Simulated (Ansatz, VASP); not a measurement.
## One calculation of TaN, two programs

File INCAR:

```
SYSTEM = TaN
PREC     = Accurate       ! precision mode
ENCUT    = 520            ! plane-wave cutoff, eV
EDIFF    = 1E-6           ! SCF threshold, eV
ISMEAR   = 0              ! smearing method
SIGMA    = 0.15           ! smearing width, eV
LREAL    = .FALSE.        ! projectors in reciprocal space
LASPH    = .TRUE.         ! aspherical terms in the spheres
NELM     = 60             ! most SCF steps
ALGO     = Normal         ! electronic algorithm
ISIF     = 2              ! what is computed and relaxed
LWAVE    = .FALSE.        ! write WAVECAR
LCHARG   = .FALSE.        ! write CHGCAR
GGA      = PS             ! functional
NBANDS   = 15             ! bands
```

KPOINTS

```
regular mesh
0
G
  20 20 20
  0 0 0
```

The input POSCAR:

```
TaN
1.0
    0.5311413630      2.4743414714      2.4743414714
    2.4743414714      0.5311413630      2.4743414714
    2.4743414714      2.4743414714      0.5311413630
Ta N
1 1
Direct
    0.5000000000      0.5000000000      0.5000000000
    0.0000000000      0.0000000000      0.0000000000
```

Input for Ansatz:

```yaml
crystal:
  lattice:
    - [0.531141363, 2.4743414714, 2.4743414714]
    - [2.4743414714, 0.531141363, 2.4743414714]
    - [2.4743414714, 2.4743414714, 0.531141363]
  atoms:
    - { symbol: Ta, position: [0.5, 0.5, 0.5] }
    - { symbol: "N", position: [0.0, 0.0, 0.0] }
basis:
  ecutwfc: 420
kpoints:
  mp_grid: { grid: [20, 20, 20] }
hamiltonian:
  xc: pbesol
scf:
  occupations: { method: gaussian, width: 0.15 }
output:
  forces: true
  stress: true
  eigenvalues: true
```

Alike in both runs: task single point; functional PBEsol; k mesh 20 × 20 × 20; occupations gaussian, width 0.15 eV; no spin polarisation.

```csv
,VASP,Ansatz
version,VASP 6.6.1,Ansatz 0.2.0
potentials or method,"VASP PAW PBE potentials, release 64 (Ta_pv, N)","scalar-relativistic, plane waves, PAW"
plane-wave cutoff (eV),520,420
valence electrons in the cell,16,18
```

VASP gave:

```
gap on the k mesh at the Fermi level (eV)       : none
pressure (GPa)                                  : 9.2
largest component of the traceless stress (GPa) : 27.69
```

Question: Estimate Ansatz's values.

Answer: gap on the k mesh at the Fermi level (eV): none; pressure (GPa): 8.1; largest component of the traceless stress (GPa): 27.74.

A gap of «none» marks a metal or a gap that the smearing closes. With one functional, cell and mesh, what is left measures potentials, basis and numerics. The two sets of potentials don't hold the same shells in valence.

Caveats: the PAW data sets were made with another functional, which shifts forces and pressure a little (VASP). The runs have no spin-orbit coupling, so splittings on Ta are missing.
